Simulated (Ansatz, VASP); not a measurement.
## GaAs in VASP and in Ansatz

```
Ga As
1.0
     0.00000    2.83320    2.83320
     2.83320    0.00000    2.83320
     2.83320    2.83320    0.00000
Ga As
1 1
Direct
  0.00000 0.00000 0.00000
  0.25000 0.25000 0.25000
```

Alike in both runs: functional r2SCAN; k mesh 8 × 8 × 8; occupations gaussian, width 0.05 eV; no spin polarisation.

Ansatz relaxed the structure, and its values are those at the end. VASP's run is a single point on that final structure, the one shown.

|  | VASP | Ansatz |
| --- | --- | --- |
| version | VASP 6.6.1 | Ansatz 0.2.0 |
| potentials or method | VASP PAW PBE potentials, release 64 (Ga_d, As) | scalar-relativistic, plane waves, PAW |
| plane-wave cutoff (eV) | 520 | 500 |
| valence electrons in the cell | 18 | 28 |

```tsv
	VASP	Ansatz	Ansatz less VASP
gap on the k mesh at the Fermi level (eV)	0.94	0.96	+0.019
least direct gap on the mesh (eV)	0.94	0.96	+0.019
pressure (GPa)	0.1	0.0	-0.11
```

The functional is the same, so the differences come from potentials, cutoffs and numerics. The two sets of potentials don't hold the same shells in valence.

Caveats: the PAW data sets were made with another functional, which shifts forces and pressure a little (VASP). r2SCAN opens gaps a little over a GGA but as a rule still falls short of measured ones. A k mesh can miss the band edges.
